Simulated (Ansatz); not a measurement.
# MgO (Fm-3m) in Ansatz: a series of runs

Aim: see how the results for MgO move with the level of theory and the settings. Levels: BLYP, LDA, PBE. Tasks: band structure, phonons.

Everything below comes from runs of Ansatz 0.2.0. Logs are shortened: lines on timing, memory, paths and dates and some standing lists are left out, and cuts for length are marked.

**The experiment to reproduce.**

From “Electronic structure of alkaline earth and post-transition metal oxides”, 2009, arxiv:0908.1581, for a bulk crystal of MgO: band gap 7.83 eV.

The results are compared with them further down.

## 1. Starting point

Symmetry: Fm-3m, No. 225, cubic system. The conventional cell has a = 4.194 Å, b = 4.194 Å, c = 4.194 Å, α = 90.00°, β = 90.00°, γ = 90.00°. Mg (site symmetry m-3m) is surrounded by 6 O at 2.10 Å. O (site symmetry m-3m) is surrounded by 6 Mg at 2.10 Å.

The cell is a database's computed one.

## 2. Band structure, BLYP

The input, input.yaml:

```yaml
crystal:
  lattice:
    - [0.0, 2.0970013927, 2.0970013927]
    - [2.0970013927, 0.0, 2.0970013927]
    - [2.0970013927, 2.0970013927, 0.0]
  atoms:
    - { symbol: Mg, position: [0.0, 0.0, 0.0] }
    - { symbol: O, position: [0.5, 0.5, 0.5] }
kpoints:
  mp_grid: { grid: [11, 11, 11] }
  band_path:
    path:
      - [0.0, 0.0, 0.0]
      - [0.5, 0.0, 0.5]
      - [0.5, 0.25, 0.75]
      - [0.375, 0.375, 0.75]
      - [0.0, 0.0, 0.0]
      - [0.5, 0.5, 0.5]
      - [0.625, 0.25, 0.625]
      - [0.5, 0.25, 0.75]
    npoints: 6
scf:
  occupations: { method: fermi_dirac, width: 0.05 }
hamiltonian:
  xc: blyp
  pseudopotentials: { kind: all_electron, lapw: { basis_error: 0.001 } }
output:
  forces: true
  stress: true
  eigenvalues: true
```

Potentials or basis: all-electron LAPW, scalar-relativistic.

Run with:

```console
ansatz run input.yaml --threads 1 --pin off --max-ram 3072MiB --backend cpu --events-out ev --progress --plain --runs-dir out
```

The log of the run:

```text
Warning: RAYON_NUM_THREADS=1 ignored (pool sized by the plan → 1); use --threads N
LAPW: plane waves up to 9.111 Å⁻¹, error target 1.0e-3 eV per atom; small_component_spin mean_spin; O in spheres of 1.030 Å, 8 of its electrons in bands, Dirac shells []; Mg in spheres of 1.067 Å, 10 of its electrons in bands, Dirac shells [] (how accurate: hamiltonian.pseudopotentials.lapw.basis_error, Limitations)
Engine: ansatz 0.2.0, aarch64-unknown-linux-gnu
Pseudopotentials: kind: all_electron
Pseudopotential: Mg, LAPW, valence charge 10, lapw/all_electron/scalar/gaussian/Mg, Koelling and Harmon's equation, gaussian nucleus
Pseudopotential: O, LAPW, valence charge 8, lapw/all_electron/scalar/gaussian/O, Koelling and Harmon's equation, gaussian nucleus
Functional definition: BLYP
  parameter beta = 0.0042
  parameter a = 0.04918
  parameter b = 0.132
  parameter c = 0.2533
  parameter d = 0.349
  exchange = b88_x(beta = beta)
  correlation = lyp_c(a = a, b = b, c = c, d = d)
Crystal: 2 atoms, lattice volume = 18.443 Å³
Basis set: ecut = 316.28000142917114 eV, 259 PW (Γ), exchange–correlation at level 2
Bands: 13, of which v1, the nominal top of the filled ones, is band 9 counted from 1 (8 counted from 0)
Symmetry: 48 space group operations
Space group: Fm-3m (ITA 225), of the structure as read, at distance tolerance 2.6e-5 Å
k-points: 56 of 1331
Non-local potential: Mg, projectors of the file, none
Non-local potential: O, projectors of the file, none
Initial density: superposition of atomic densities (chi_scale 0.1, normalization cell, long waves kept (reshape's long-wave potential 0.00 eV rms))
Initial wavefunctions: plane waves of lowest kinetic energy (no species holds an atomic orbital)
Functional: x = b88, c = lyp
iter 1 solved again at ethr=1.50e-2 eV; its pass at ethr=1.00e-1 eV (dr2=2.71e0 eV) is discarded
SCF iter   1: F=—  HF=-7509.836349 eV  |F-HF|=—  |Δ(HF+E_count)|=         —  Δρ=1.17e-1  dr2=2.70e0  ethr=1.50e-2  ⟨swp⟩=2.0  Hψ=4783  notcnv=0
preconditioner: auto → none  [insulator: Δε(μ)=7.335 eV  Ē_g=20.854 eV  σ=0.050 eV  W_gap=1.00  n_scr=8 (ndim 8)  ℏωp=24.5 eV  f_vac=0.000  D(μ)=0.00/eV (n_scr^D=0)  ε∞_Penn≈2.4]
iter 2 solved again at ethr=2.44e-4 eV; its pass at ethr=1.50e-2 eV (dr2=4.40e-2 eV) is discarded
SCF iter   2: F=—  HF=-7508.286911 eV  |F-HF|=—  |Δ(HF+E_count)|=    1.55e0  Δρ=2.19e-2  dr2=4.39e-2  ethr=2.44e-4  ⟨swp⟩=2.2  Hψ=3879  notcnv=0
SCF iter   3: F=—  HF=-7507.923000 eV  |F-HF|=—  |Δ(HF+E_count)|=   3.64e-1  Δρ=1.77e-2  dr2=6.27e-2  ethr=2.44e-4  ⟨swp⟩=3.0  Hψ=2399  notcnv=0
SCF iter   4: F=—  HF=-7507.917042 eV  |F-HF|=—  |Δ(HF+E_count)|=         —  Δρ=1.11e-3  dr2=1.71e-4  ethr=2.44e-4  ⟨swp⟩=2.0  Hψ=2184  notcnv=0
the basis was enlarged: its passes take 285.2 KiB over the memory plan, 1 of 1 planned eigensolver slots
SCF iter   5: F=—  HF=-7507.916914 eV  |F-HF|=—  |Δ(HF+E_count)|=   1.27e-4  Δρ=1.93e-4  dr2=2.07e-6  ethr=9.53e-7  ⟨swp⟩=3.0  Hψ=2094  notcnv=0
SCF iter   6: F=—  HF=-7507.916924 eV  |F-HF|=—  |Δ(HF+E_count)|=   9.45e-6  Δρ=5.42e-5  dr2=4.13e-7  ethr=1.15e-8  ⟨swp⟩=3.0  Hψ=2184  notcnv=0
SCF iter   7: F=-7507.916924 eV  HF=-7507.916924 eV  |F-HF|=9.14e-9  |Δ(HF+E_count)|=   3.16e-7  Δρ=4.45e-6  dr2=1.79e-9  ethr=2.30e-9  ⟨swp⟩=3.0  Hψ=2061  notcnv=0
SCF 1 converged in 7 iterations: F = -7507.916924 eV  dr2 = 1.79e-9
NSCF: frozen V_eff on 43 k-points
SCF converged after 7 iterations
Free energy (F): -7507.916924 eV
Harris-Foulkes:  -7507.916924 eV  (|F-HF|=9.14e-9)
Internal energy: -7507.916924 eV  (E = F + TS)
E sigma→0 (E₀):  -7507.916924 eV
Fermi energy:    10.958485 eV
--- Per-component energies (eV) ---
  E_band       = -1282.122422
  E_kinetic    = 7517.019193
  E_xc         = -690.172619
  E_electrostatic = -14334.763497  (all electrons and nuclei)
  E_smearing   = -0.000000  (= −TS)
  E_closure    = 0.000000  (closes the sum)
  E_atoms      = -7496.687584  (free atoms, spherical and without spin; not in F)
  Σ components = -7507.916924   (vs F -7507.916924, Δ=0.00e0)
  Basis errors (estimates in eV, not in F): energy 6.6e-4 per atom: plane waves 6.2e-4 (3.2e-4 summed), levels above the bands 6.2e-131, relativity 2.5e-7, radial functions 4.2e-5, core shells 4.1e-12; eigenvalues (radial functions only) 1.8e-5; not estimated: angular momenta, meshes, grids; target (lapw.basis_error) 1.0e-3; muffin-tin radii O 1.030 Å, Mg 1.067 Å
--- Forces (eV/Å), atoms counted from 1 ---
  atom   1  Mg    -0.00000000     0.00000000    -0.00000000
  atom   2  O      0.00000000    -0.00000000    -0.00000000
  max |Σ_I F_I| component: 1.73e-30 eV/Å
--- Stress (GPa, compression-positive) ---
        9.499605       0.000000       0.000000
        0.000000       9.499605       0.000000
        0.000000       0.000000       9.499605
  P = ⅓ Tr σ = 9.4996 GPa (94.996 kbar)
--- Band table (eV; the first three rows and the last of 56) ---
  k-point 0: bands = ["-495.3372", "-64.1137", "-31.0085", "-31.0085", "-31.0085", "-8.8804", "8.3259", "8.3259", "8.3259", "13.4686", "24.3944", "24.3944", "24.3944"]
  k-point 1: bands = ["-495.3372", "-64.1130", "-31.0155", "-31.0092", "-31.0092", "-8.7891", "7.7985", "8.2695", "8.2695", "13.9784", "23.3873", "24.5968", "24.5968"]
  k-point 2: bands = ["-495.3372", "-64.1110", "-31.0344", "-31.0111", "-31.0111", "-8.5343", "6.6531", "8.1222", "8.1222", "15.0363", "21.9817", "25.0425", "25.0425"]
  k-point 55: bands = ["-495.3372", "-64.1016", "-31.0627", "-31.0594", "-31.0373", "-7.2741", "5.2885", "5.4887", "6.7055", "19.9621", "20.6405", "20.6992", "24.4418"]
```

It took 7.8 s on 1 thread of Arm Neoverse V1, shared host; peak memory 0.27 GiB.

Results:

```
Free energy             : -7507.9169 eV
Pressure                : 9.5 GPa
Band gap on the k mesh  : 5.14 eV, direct
Band gap along the path : 5.14 eV, direct
```

Levels at the corners of the path, in eV from the valence-band top:
| point | band 7 | band 8 | band 9 | band 10 | band 11 | band 12 |
| --- | --- | --- | --- | --- | --- | --- |
| Γ | 0.00 | 0.00 | 0.00 | 5.14 | 16.07 | 16.07 |
| X | -4.00 | -1.34 | -1.34 | 9.54 | 10.19 | 13.50 |
| W | -2.90 | -2.90 | -1.76 | 12.05 | 12.05 | 12.36 |
| K | -3.42 | -2.67 | -1.14 | 10.48 | 12.00 | 12.93 |
| Γ | 0.00 | 0.00 | 0.00 | 5.14 | 16.07 | 16.07 |
| L | -4.57 | -0.66 | -0.66 | 8.33 | 12.94 | 16.56 |
| U | -3.42 | -2.67 | -1.14 | 10.48 | 12.00 | 12.93 |
| W | -2.90 | -2.90 | -1.76 | 12.05 | 12.05 | 12.36 |

## 3. Phonons, LDA

The input, input.yaml:

```yaml
crystal:
  lattice:
    - [0.0, 2.0970013927, 2.0970013927]
    - [2.0970013927, 0.0, 2.0970013927]
    - [2.0970013927, 2.0970013927, 0.0]
  atoms:
    - { symbol: Mg, position: [0.0, 0.0, 0.0] }
    - { symbol: O, position: [0.5, 0.5, 0.5] }
kpoints:
  mp_grid: { grid: [8, 8, 8] }
scf:
  occupations: { method: fermi_dirac, width: 0.05 }
hamiltonian:
  xc: lda
  pseudopotentials: { kind: all_electron, lapw: { basis_error: 0.001 } }
output: {}
phonons:
  method: fd
  supercell: [1, 1, 1]
```

Potentials or basis: all-electron LAPW, scalar-relativistic.

Run with:

```console
ansatz run input.yaml --threads 1 --pin off --max-ram 3072MiB --backend cpu --events-out ev --progress --plain --runs-dir out
```

The log of the run:

```text
Warning: RAYON_NUM_THREADS=1 ignored (pool sized by the plan → 1); use --threads N
LAPW: plane waves up to 9.419 Å⁻¹, error target 1.0e-3 eV per atom; small_component_spin mean_spin; O in spheres of 0.996 Å, 8 of its electrons in bands, Dirac shells []; Mg in spheres of 1.038 Å, 10 of its electrons in bands, Dirac shells [] (how accurate: hamiltonian.pseudopotentials.lapw.basis_error, Limitations)
[... 4 set-up lines as earlier in the session ...]
Functional definition: SPW92
  exchange = slater_x
  correlation = pw_c
Crystal: 2 atoms, lattice volume = 18.443 Å³
Basis set: ecut = 338.00939308775315 eV, 259 PW (Γ), exchange–correlation at level 2
Bands: 13, of which v1, the nominal top of the filled ones, is band 9 counted from 1 (8 counted from 0)
[... 1 set-up line as earlier in the session ...]
k-points: 29 of 512
[... 4 set-up lines as earlier in the session ...]
Functional: x = slater, c = lda
iter 1 solved again at ethr=1.35e-2 eV; its pass at ethr=1.00e-1 eV (dr2=2.43e0 eV) is discarded
SCF iter   1: F=—  HF=-7470.254636 eV  |F-HF|=—  |Δ(HF+E_count)|=         —  Δρ=1.10e-1  dr2=2.43e0  ethr=1.35e-2  ⟨swp⟩=2.0  Hψ=2505  notcnv=0
preconditioner: auto → none  [insulator: Δε(μ)=6.808 eV  Ē_g=20.224 eV  σ=0.050 eV  W_gap=1.00  n_scr=8 (ndim 8)  ℏωp=24.5 eV  f_vac=0.000  D(μ)=0.00/eV (n_scr^D=0)  ε∞_Penn≈2.5]
iter 2 solved again at ethr=3.62e-4 eV; its pass at ethr=1.35e-2 eV (dr2=6.52e-2 eV) is discarded
SCF iter   2: F=—  HF=-7469.031764 eV  |F-HF|=—  |Δ(HF+E_count)|=    1.22e0  Δρ=2.53e-2  dr2=6.51e-2  ethr=3.62e-4  ⟨swp⟩=2.1  Hψ=2006  notcnv=0
SCF iter   3: F=—  HF=-7468.707381 eV  |F-HF|=—  |Δ(HF+E_count)|=   3.24e-1  Δρ=1.59e-2  dr2=5.12e-2  ethr=3.62e-4  ⟨swp⟩=3.0  Hψ=1217  notcnv=0
SCF iter   4: F=—  HF=-7468.691933 eV  |F-HF|=—  |Δ(HF+E_count)|=   1.54e-2  Δρ=8.64e-4  dr2=9.94e-5  ethr=2.84e-4  ⟨swp⟩=2.0  Hψ=1108  notcnv=0
SCF iter   5: F=—  HF=-7468.691845 eV  |F-HF|=—  |Δ(HF+E_count)|=   8.82e-5  Δρ=9.81e-5  dr2=4.79e-7  ethr=5.52e-7  ⟨swp⟩=2.6  Hψ=1039  notcnv=0
SCF iter   6: F=—  HF=-7468.691844 eV  |F-HF|=—  |Δ(HF+E_count)|=   3.36e-7  Δρ=9.36e-6  dr2=7.75e-9  ethr=2.66e-9  ⟨swp⟩=3.0  Hψ=1100  notcnv=0
SCF iter   7: F=-7468.691844 eV  HF=-7468.691844 eV  |F-HF|=2.41e-10  |Δ(HF+E_count)|=   2.46e-7  Δρ=1.58e-6  dr2=2.83e-10  ethr=4.30e-11  ⟨swp⟩=3.0  Hψ=1098  notcnv=0
SCF 1 converged in 7 iterations: F = -7468.691844 eV  dr2 = 2.83e-10
Symmetry: 8 space group operations
k-points: 59 of 512 (time reversal used)
Initial density: handed on by an earlier stage of this run
Initial wavefunctions: plane waves of lowest kinetic energy (no species holds an atomic orbital; no wavefunctions were taken with the density)
iter 1 solved again at ethr=1.43e-7 eV; its pass at ethr=1.00e-1 eV (dr2=2.57e-5 eV) is discarded
SCF iter   1: F=—  HF=-7468.691585 eV  |F-HF|=—  |Δ(HF+E_count)|=         —  Δρ=4.03e-4  dr2=2.34e-5  ethr=1.43e-7  ⟨swp⟩=4.9  Hψ=6605  notcnv=0
preconditioner: auto → none  [insulator: Δε(μ)=4.784 eV  Ē_g=18.389 eV  σ=0.050 eV  W_gap=1.00  n_scr=8 (ndim 8)  ℏωp=24.5 eV  f_vac=0.000  D(μ)=0.00/eV (n_scr^D=0)  ε∞_Penn≈2.8]
SCF iter   2: F=—  HF=-7468.691579 eV  |F-HF|=—  |Δ(HF+E_count)|=   6.69e-6  Δρ=1.60e-4  dr2=2.67e-6  ethr=1.30e-7  ⟨swp⟩=2.0  Hψ=2065  notcnv=0
iter 3 solved again at ethr=4.18e-10 eV; its pass at ethr=1.48e-8 eV (dr2=7.52e-8 eV) is discarded
SCF iter   3: F=—  HF=-7468.691580 eV  |F-HF|=—  |Δ(HF+E_count)|=   1.17e-6  Δρ=3.47e-5  dr2=7.50e-8  ethr=4.18e-10  ⟨swp⟩=2.0  Hψ=3621  notcnv=0
SCF iter   4: F=—  HF=-7468.691580 eV  |F-HF|=—  |Δ(HF+E_count)|=   1.48e-7  Δρ=1.12e-5  dr2=2.08e-8  ethr=4.17e-10  ⟨swp⟩=2.4  Hψ=2095  notcnv=0
SCF iter   5: F=-7468.691580 eV  HF=-7468.691580 eV  |F-HF|=8.82e-11  |Δ(HF+E_count)|=   2.40e-8  Δρ=1.29e-6  dr2=1.31e-10  ethr=1.15e-10  ⟨swp⟩=2.6  Hψ=2121  notcnv=0
SCF 2 converged in 5 iterations: F = -7468.691580 eV  dr2 = 1.31e-10
iter 1 solved again at ethr=9.46e-7 eV; its pass at ethr=1.00e-1 eV (dr2=1.70e-4 eV) is discarded
SCF iter   1: F=—  HF=-7468.691636 eV  |F-HF|=—  |Δ(HF+E_count)|=         —  Δρ=9.05e-4  dr2=1.68e-4  ethr=9.46e-7  ⟨swp⟩=4.3  Hψ=6228  notcnv=0
preconditioner: auto → none  [insulator: Δε(μ)=4.785 eV  Ē_g=18.389 eV  σ=0.050 eV  W_gap=1.00  n_scr=8 (ndim 8)  ℏωp=24.5 eV  f_vac=0.000  D(μ)=0.00/eV (n_scr^D=0)  ε∞_Penn≈2.8]
SCF iter   2: F=—  HF=-7468.691580 eV  |F-HF|=—  |Δ(HF+E_count)|=   5.52e-5  Δρ=3.68e-4  dr2=2.11e-5  ethr=9.34e-7  ⟨swp⟩=2.0  Hψ=2065  notcnv=0
iter 3 solved again at ethr=2.39e-9 eV; its pass at ethr=1.17e-7 eV (dr2=4.30e-7 eV) is discarded
SCF iter   3: F=—  HF=-7468.691580 eV  |F-HF|=—  |Δ(HF+E_count)|=   7.00e-7  Δρ=7.60e-5  dr2=4.29e-7  ethr=2.39e-9  ⟨swp⟩=2.0  Hψ=3599  notcnv=0
SCF iter   4: F=—  HF=-7468.691580 eV  |F-HF|=—  |Δ(HF+E_count)|=   2.94e-7  Δρ=1.57e-5  dr2=4.09e-8  ethr=2.38e-9  ⟨swp⟩=2.0  Hψ=2065  notcnv=0
SCF iter   5: F=—  HF=-7468.691580 eV  |F-HF|=—  |Δ(HF+E_count)|=   4.86e-8  Δρ=3.42e-6  dr2=7.72e-10  ethr=2.27e-10  ⟨swp⟩=2.6  Hψ=2122  notcnv=0
SCF iter   6: F=-7468.691580 eV  HF=-7468.691580 eV  |F-HF|=5.46e-12  |Δ(HF+E_count)|=  4.98e-10  Δρ=2.89e-7  dr2=9.14e-12  ethr=4.29e-12  ⟨swp⟩=2.1  Hψ=2069  notcnv=0
SCF 3 converged in 6 iterations: F = -7468.691580 eV  dr2 = 9.14e-12
SCF converged after 7 iterations
Free energy (F): -7468.691844 eV
Harris-Foulkes:  -7468.691844 eV  (|F-HF|=2.41e-10)
Internal energy: -7468.691844 eV  (E = F + TS)
E sigma→0 (E₀):  -7468.691844 eV
Fermi energy:    10.076493 eV
--- Per-component energies (eV) ---
  E_band       = -1280.491529
  E_kinetic    = 7461.009438
  E_xc         = -648.233015
  E_electrostatic = -14281.468267  (all electrons and nuclei)
  E_smearing   = -0.000000  (= −TS)
  E_closure    = 0.000000  (closes the sum)
  E_atoms      = -7455.442957  (free atoms, spherical and without spin; not in F)
  Σ components = -7468.691844   (vs F -7468.691844, Δ=0.00e0)
  Basis errors (estimates in eV, not in F): energy 3.8e-4 per atom: plane waves 3.5e-4 (2.0e-4 summed), levels above the bands 9.0e-131, relativity 5.9e-9, radial functions 3.4e-5, core shells 1.3e-11; eigenvalues (radial functions only) 1.0e-5; not estimated: angular momenta, meshes, grids; target (lapw.basis_error) 1.0e-3; muffin-tin radii O 0.996 Å, Mg 1.038 Å
--- Forces (eV/Å), atoms counted from 1 ---
  atom   1  Mg    -0.00000000     0.00000000    -0.00000000
  atom   2  O      0.00000000    -0.00000000    -0.00000000
  max |Σ_I F_I| component: 1.73e-30 eV/Å
--- Band table (eV; the first three rows and the last of 29) ---
  k-point 0: bands = ["-491.5737", "-63.7876", "-31.1782", "-31.1782", "-31.1782", "-9.4227", "7.6428", "7.6428", "7.6428", "12.4272", "23.2587", "23.2587", "23.2587"]
  k-point 1: bands = ["-491.5737", "-63.7861", "-31.1923", "-31.1796", "-31.1796", "-9.2440", "6.6741", "7.5356", "7.5356", "13.3320", "21.6016", "23.6222", "23.6222"]
  k-point 2: bands = ["-491.5737", "-63.7825", "-31.2260", "-31.1830", "-31.1830", "-8.7784", "4.9283", "7.2890", "7.2890", "14.7436", "20.0883", "24.1260", "24.1260"]
  k-point 28: bands = ["-491.5737", "-63.7741", "-31.2343", "-31.2343", "-31.2121", "-7.7026", "4.6147", "4.6147", "5.8139", "19.1877", "19.1877", "19.6867", "23.0787"]
--- Phonons: 2 displaced members + reference (amplitude 0.01 Å, Σ member SCF iterations 11) ---
  symmetry images taken by strict's conditions (phonons.symmetry_images: auto; settled by no image being taken that strict refuses)
  ASR residual: 5.391e-4 → 0.000e0 eV/Å²; symmetrization residual: 4.222e-5 eV/Å²
  largest component of a force at the reference: 2.0e-30 eV/Å
  ASR residual per site (eV/Å²): 5.39e-4 2.79e-4
  Γ frequencies (cm⁻¹): 0.00 0.00 0.00 386.02 386.02 386.02
  density of states and harmonic sums: on the 25×25×25 q-mesh, interpolated from the force constants of a 1×1×1 supercell (no non-analytic term)
  largest difference from the sums on the solved wave vectors: F 3.67e-1 eV, S 6.26e-4 and C_V 2.58e-4 eV/K
  zero-point energy: 0.098459 eV/cell   skipped modes (ω ≤ 0): 3   left out of the sums: 3.20e-5 of the cell's modes: C_V's classical limit lies that fraction below 3 k_B per atom; for a crystal, a wire or a layer, F and S can be off by more, and a phonons.interpolated_qmesh denser along its periods is the remedy for the sampling
```

phthermo.tsv:

```text
# format = ansatz-phthermo/1
# interpolated_qmesh = 25 25 25
# force_constants_supercell = 1 1 1
# non_analytic_term = not included (the non-analytic LO-TO correction is not applied to the interpolated dynamical matrix; polar crystals: no LO-TO splitting at GAMMA, and LO and other optical branches, acoustic branches and sound speeds, and with them the density of states and the thermodynamics, can be off between the wave vectors that the force constants were sampled on, most near GAMMA; a larger extent of the force constants narrows that region and is not shown to mend the acoustic slopes)
# zero_point_energy_ev = 9.8458653603e-2
# n_skipped_modes = 3
# share_of_modes_left_out = 3.2000000000e-5
# rigid_motions_known_by = geometry
# t_k	f_vib_ev	s_ev_per_k	c_v_ev_per_k
0.0000	9.8458653603e-2	0.0000000000e0	0.0000000000e0
10.0000	9.8458571975e-2	4.2789066856e-8	1.6248860852e-7
20.0000	9.8456536294e-2	4.6149766069e-7	1.4974916757e-6
30.0000	9.8446527581e-2	1.7358359912e-6	5.7860519895e-6
40.0000	9.8416476489e-2	4.6177226253e-6	1.5943123750e-5
50.0000	9.8345942675e-2	9.9554844109e-6	3.3879257530e-5
[... 93 lines left out ...]
990.0000	-5.0569361380e-1	1.0345841500e-3	5.1030670930e-4
1000.0000	-5.1606514425e-1	1.0397135715e-3	5.1043914210e-4
```

It took 18 s on 1 thread of Arm Neoverse V1, shared host; peak memory 0.27 GiB.

Results:

```yaml
Free_energy: -7468.6918 eV
Band_gap_on_the_k_mesh: 4.78 eV, direct
Highest_phonon_frequency_at_Γ_LO-TO_splitting_left_out: 386 cm⁻¹
```

Levels at points of the mesh, in eV from the valence-band top:
| k point | band 7 | band 8 | band 9 | band 10 | band 11 | band 12 |
| --- | --- | --- | --- | --- | --- | --- |
| (0.00, 0.00, 0.00) | 0.00 | 0.00 | 0.00 | 4.78 | 15.62 | 15.62 |
| (0.00, 0.00, -0.50) | -4.75 | -0.68 | -0.68 | 7.83 | 12.55 | 16.15 |
| (0.00, -0.50, -0.50) | -4.17 | -1.38 | -1.38 | 8.93 | 9.85 | 13.03 |

Phonon frequencies in cm⁻¹ (negative: imaginary):
| q point | frequencies |
| --- | --- |
| (0.000, 0.000, 0.000) | 0 0 0 386 386 386 |

[end of part 1 of 2]
